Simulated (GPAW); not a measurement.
Wanted: an ASE script for a GPAW 26.7.0 run.

* Task: band structure
* Functional: r2SCAN
* Potentials or basis: GPAW PAW data sets (gpaw-data 1.2.1)
* Cutoff: 800 eV
* Basis: pw
* k mesh: 8 × 8 × 5
* Occupations: fermi-dirac, width 0.05 eV
* Spin: no spin polarisation
* Maxiter: 150
* Band path: GMKGALHA,LM,KH
* Band points: 80

Crystal: AlN.

```xyz
4
Lattice="3.1130 0.0000 0.0000 -1.5565 2.6959 0.0000 0.0000 0.0000 4.9810" Properties=species:S:1:pos:R:3 pbc="T T T"
Al    1.5565    0.8986    2.4905
Al    0.0000    1.7973    0.0000
N     1.5565    0.8986    4.3833
N     0.0000    1.7973    1.8928
```

The input as run:

run.py

```python
from ase import Atoms
from ase.dft.bandgap import bandgap
from ase.io import write
from ase.units import GPa
from gpaw import GPAW, PW

atoms = Atoms(['Al', 'Al', 'N', 'N'],
              cell=[[3.113, 0.0, 0.0],
                    [-1.5565, 2.695937082, 0.0],
                    [0.0, 0.0, 4.981]],
              scaled_positions=[[0.6666666667, 0.3333333333, 0.5],
                                [0.3333333333, 0.6666666667, 0.0],
                                [0.6666666667, 0.3333333333, 0.88],
                                [0.3333333333, 0.6666666667, 0.38]],
              pbc=True)

calc = GPAW(mode=PW(800),
            xc='MGGA_X_R2SCAN+MGGA_C_R2SCAN',
            kpts={'size': (8, 8, 5), 'gamma': True},
            occupations={'name': 'fermi-dirac', 'width': 0.05},
            nbands=18,
            convergence={'density': 1e-05, 'energy': 1e-05},
            maxiter=150,
            txt='gpaw.txt')
atoms.calc = calc
energy = atoms.get_potential_energy()
forces = atoms.get_forces()
stress = atoms.get_stress()
calc.write('gs.gpw')
write('result.traj', atoms)
print(f'Energy: {energy:.6f} eV')
print('Forces (eV/A):')
print(forces.round(4))
print('Stress (GPa):', (stress / GPa).round(3))
print('Fermi level:', round(calc.get_fermi_level(), 4), 'eV')
print(f'Gap: {bandgap(calc)[0]:.4f} eV, direct: {bandgap(calc, direct=True)[0]:.4f} eV')

path = atoms.cell.bandpath('GMKGALHA,LM,KH', npoints=80, eps=1e-4)
bs_calc = calc.fixed_density(kpts=path, symmetry='off', nbands=29,
                             convergence={'bands': 'CBM+6.0', 'eigenstates': 1e-6}, txt='bands.txt')
bs = bs_calc.band_structure()
bs.write('bs.json')
print(f'Gap on the path: {bandgap(bs_calc)[0]:.4f} eV')
```

Potentials or basis: GPAW PAW data sets (gpaw-data 1.2.1), pw.

Launch:

```console
$ OMP_NUM_THREADS=1 python run.py
```

It gave:

The pressure is -0.3 GPa, the largest force is 0.129 eV/Å and the band gap on the k mesh is 4.95 eV, direct. The band gap along the path is 4.95 eV, direct.

Caveat: the PAW data sets were made with another functional, which shifts forces and pressure a little.

Run time: 3.2 min on 1 thread of Arm Neoverse V2 (shared host), peak memory 0.38 GiB.
